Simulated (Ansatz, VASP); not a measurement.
One calculation of Be18H4C, two programs

```
Be C H
1.0
     4.58000    0.00000    0.00000
     3.43500    5.94960    0.00000
     0.00000    0.00000   16.58843
Be C H
18 1 4
Direct
  0.00000 0.00000 0.06028
  0.50000 0.00000 0.06028
  0.00000 0.33333 0.06028
  0.50000 0.33333 0.06028
  0.00000 0.66667 0.06028
  0.50000 0.66667 0.06028
  0.83284 0.22246 0.17031
  0.33291 0.22247 0.17030
  0.83285 0.55584 0.17035
  0.33287 0.55581 0.17034
  0.83285 0.88916 0.17030
  0.33287 0.88916 0.17037
  0.99987 0.00007 0.28039
  0.50008 0.00004 0.28033
  0.00018 0.33323 0.28033
  0.49997 0.33328 0.28039
  0.99997 0.66673 0.28033
  0.50000 0.66669 0.28056
  0.51722 0.66060 0.51024
  0.27153 0.68547 0.49078
  0.71834 0.49786 0.48784
  0.55247 0.79589 0.48556
  0.52638 0.66318 0.57635
```

Alike in both runs: functional PBEsol; k mesh 5 × 4 × 1; occupations fermi-dirac, width 0.15 eV; no spin polarisation.

Ansatz relaxed the structure, and its values are those at the end. VASP's run is a single point on that final structure, the one shown.

|  | VASP | Ansatz |
| --- | --- | --- |
| version | VASP 6.6.1 | Ansatz 0.2.0 |
| potentials or method | VASP PAW PBE potentials, release 64 (Be, C, H) | scalar-relativistic, plane waves, PAW |
| plane-wave cutoff (eV) | 520 | 420 |
| valence electrons in the cell | 44 | 44 |

|  | VASP | Ansatz | Ansatz less VASP |
| --- | --- | --- | --- |
| rms of the force components (eV/Å) | 0.008 | 0.003 | -0.0049 |

Caveats: the PAW data sets were made with another functional, which shifts forces and pressure a little (VASP).
